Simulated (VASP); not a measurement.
BaH2:

```xyz
6
Lattice="4.4620 0.0000 0.0000 -2.2310 3.8642 0.0000 0.0000 0.0000 6.0553" Properties=species:S:1:pos:R:3 pbc="T T T"
Ba    0.0000    2.5762    1.5138
Ba    2.2310    1.2881    4.5415
H     0.0000    0.0000    0.0000
H     0.0000    0.0000    3.0276
H     2.2310    1.2881    1.5138
H     0.0000    2.5762    4.5415
```

The cell comes from a database or a generator and needn't be the stable form of this composition.

| Quantity | Value |
| --- | --- |
| Program | VASP 6.6.1 |
| Task | relaxation of cell and atoms |
| Functional | PBEsol |
| Potentials or basis | VASP PAW PBE potentials, release 64 (Ba_sv, H) |
| Cutoff | 600 eV |
| k mesh | 6 × 6 × 4 |
| Occupations | gaussian, width 0.02 eV |
| Spin | no spin polarisation |

At the start: pressure -1.7 GPa; volume 17.40 Å³/atom.

**Question.** Where does the relaxation end?

**Answer.** Over 6 steps the energy falls by 5.4 meV/atom and the volume is 16.46 Å³/atom (-5.4 %); space group P6_3/mmc (No. 194, to 0.05 Å).

The path:
```
step  energy change (eV)  largest force (eV/Å)  pressure (GPa)  volume (Å³)
   1              0.0000                0.0000           -1.71       104.41
   2             -0.0223                0.0000           -0.82       101.62
   3             -0.0283                0.0000           -0.06        99.49
   4             -0.0283                0.0000            0.03        99.31
   5             -0.0302                0.0000            0.01        99.12
   6             -0.0321                0.0000            0.02        98.75
```

Final structure:
```yaml
crystal:
  lattice:
    - [4.40398, 0.00000, 0.00000]
    - [-2.20199, 3.81396, 0.00000]
    - [0.00000, 0.00000, 5.87930]
  atoms:
    - { symbol: Ba, position: [0.33333, 0.66667, 0.25000] }
    - { symbol: Ba, position: [0.66667, 0.33333, 0.75000] }
    - { symbol: H, position: [0.00000, 0.00000, 0.00000] }
    - { symbol: H, position: [0.00000, 0.00000, 0.50000] }
    - { symbol: H, position: [0.66667, 0.33333, 0.25000] }
    - { symbol: H, position: [0.33333, 0.66667, 0.75000] }
```

Caveat: the PAW data sets were made with another functional, which shifts forces and pressure a little.
